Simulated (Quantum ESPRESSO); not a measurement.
Crystal: BaTiO3.

```
CELL_PARAMETERS angstrom
3.99980 0.00000 0.00000
0.00000 3.99980 0.00000
0.00000 0.00000 4.01800
ATOMIC_POSITIONS crystal
Ba 0.00000 0.00000 0.00000
Ti 0.50000 0.50000 0.49000
O 0.00000 0.50000 0.51700
O 0.50000 0.00000 0.51700
O 0.50000 0.50000 0.01900
```

Base run:

* Program: Quantum ESPRESSO 7.5
* Functional: PBE
* Potentials or basis: GBRV 1.5 PBE
* Cutoff: 612 eV
* Density cutoff: 4898 eV
* k mesh: 6 × 6 × 6, shifted
* Occupations: fermi-dirac, width 0.05 eV
* Spin: no spin polarisation

Its results: pressure 3.4 GPa; largest force 0.297 eV/Å; electronic dielectric tensor (diagonal) 6.56, 6.56, 6.09.

**Question.** The run is repeated on the same cell with these changes: functional from PBE to BLYP. What comes out?

**Answer.** Pressure 9.4 GPa; largest force 0.218 eV/Å; electronic dielectric tensor (diagonal) 6.46, 6.46, 5.99.

BLYP binds less tightly than PBE, so the same cell stands under more pressure.

Caveats: the cell is more than 3 GPa from zero pressure, which shifts response properties; the potentials were made for another functional, which shifts forces and pressure (some runs).
